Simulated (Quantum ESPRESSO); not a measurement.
BaTiO3: electronic dielectric constant by level of theory

```yaml
crystal:
  lattice:
    - [3.99980, 0.00000, 0.00000]
    - [0.00000, 3.99980, 0.00000]
    - [0.00000, 0.00000, 4.01800]
  atoms:
    - { symbol: Ba, position: [0.00000, 0.00000, 0.00000] }
    - { symbol: Ti, position: [0.50000, 0.50000, 0.49000] }
    - { symbol: O, position: [0.00000, 0.50000, 0.51700] }
    - { symbol: O, position: [0.50000, 0.00000, 0.51700] }
    - { symbol: O, position: [0.50000, 0.50000, 0.01900] }
```

```csv
rung,level,program and potentials,cutoff (eV),k mesh,core time,chip,electronic dielectric constant,miss,notes
GGA,BLYP,"Quantum ESPRESSO, GBRV 1.5 PBE",612,"6 × 6 × 6, shifted",8.6 min,Arm Neoverse V2,(a),?,potentials made for PBE
GGA,PBE,"Quantum ESPRESSO, GBRV 1.5 PBE",612,"6 × 6 × 6, shifted",8.7 min,Arm Neoverse V2,6.40,+20.8 %,-
LDA,LDA,"Quantum ESPRESSO, GBRV 1.5 LDA",612,"6 × 6 × 6, shifted",8.7 min,Arm Neoverse V2,6.51,+22.8 %,-
GGA,WC,"Quantum ESPRESSO, GBRV 1.5 PBE",612,"6 × 6 × 6, shifted",8.7 min,Arm Neoverse V2,6.48,+22.3 %,potentials made for PBE
GGA,PBEsol,"Quantum ESPRESSO, GBRV 1.5 PBEsol",612,"6 × 6 × 6, shifted",8.8 min,Arm Neoverse V2,6.48,+22.3 %,-
```

Times are single runs on shared hosts, so they are rough; meshes, cutoffs and the tasks' sizes weigh on the time. Task: dielectric tensor. All rows: no spin polarisation. The cell comes from a database and isn't always the measured one. All levels ran on this one cell, unrelaxed unless noted. Meshes are those of the run's cell of 5 atoms unless a note names another. Misses use the values as printed. Runs on faulty files, with rough fits or with known faults for this quantity aren't shown. No row holds spin-orbit coupling.

Measured: 5.3 (arxiv:1309.1245). The runs are for a static lattice.

Task: Estimate the value left out from the other rows.

Result: (a) 6.30, miss +18.9 %.
